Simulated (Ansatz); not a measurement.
# CuO under changes of volume

One of the cells (9.643 Å³/atom); the others are scaled copies at fixed shape and fractional positions:

```xyz
2
Lattice="2.8363 0.0000 0.0000 -1.4182 2.4563 0.0000 0.0000 0.0000 2.7681" Properties=species:S:1:pos:R:3 pbc="T T T"
Cu    0.0000    0.0000    0.0000
O     1.4182    0.8188    1.3841
```

Measurements of this composition are mostly on another form, of space group No. 15.

| Quantity | Value |
| --- | --- |
| Program | Ansatz 0.2.0 |
| Functional | PBE |
| Potentials or basis | Ansatz NC |
| Cutoff | 1252 eV (not typed: the program's choice for these potentials) |
| k mesh | 11 × 11 × 10 |
| Occupations | fermi-dirac, width 0.05 eV |
| Spin | no spin polarisation |

```csv
volume (Å³/atom),energy over the lowest point (meV/atom),pressure (GPa)
9.064,?,?
9.257,7.05,6.9
9.450,1.26,2.9
9.643,0.00,-0.6
9.836,2.76,-3.8
10.028,9.11,-6.6
10.221,18.65,-9.1
```

What does the run at 9.064 Å³/atom give?

Energy over the lowest point 17.92 meV/atom; pressure 11.4 GPa.

Worked out: A Birch-Murnaghan fit of order 3 (a polynomial in V^(-2/3)) to the other rows has its minimum at 9.60 Å³/atom with B0 = V·E''(V) = 171 GPa and B' = 4.8 at fixed shape and positions, which overstates the stiffness. It gives 17.94 meV/atom at 9.064 Å³/atom, against the run's 17.92, and -dE/dV = 11.3 GPa, against 11.4.

Energies are extrapolated to zero smearing.

Caveats: an odd number of electrons without spin polarisation forces a metal; a magnetic or distorted state may lie lower; the run has no spin polarisation, though such a crystal can be magnetic.
